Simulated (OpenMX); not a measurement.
The system is Nb.

```xyz
1
Lattice="-1.6640 1.6640 1.6640 1.6640 -1.6640 1.6640 1.6640 1.6640 -1.6640" Properties=species:S:1:pos:R:3 pbc="T T T"
Nb    0.0000    0.0000    0.0000
```

Program: OpenMX 3.8.5. Alike in all runs: task single point; potentials or basis OpenMX 2013 PBE set, Nb7.0-s3p2d2, grid cutoff 400 Ry; no spin polarisation; cell as given; k mesh 9 × 9 × 9; smearing fermi-dirac 0.05 eV.

Q: Order these runs on this cell by their pressure, lowest first.
A. level PBE+D4
B. level PBE
C. level PBE+D3

A: C (-6.8 GPa), A (-3.2 GPa), B (-0.5 GPa).

Caveats: the basis of atomic orbitals isn't converged, which shifts pressures, moduli and gaps; pairwise dispersion overbinds metals, which lowers pressure and volume (some runs).
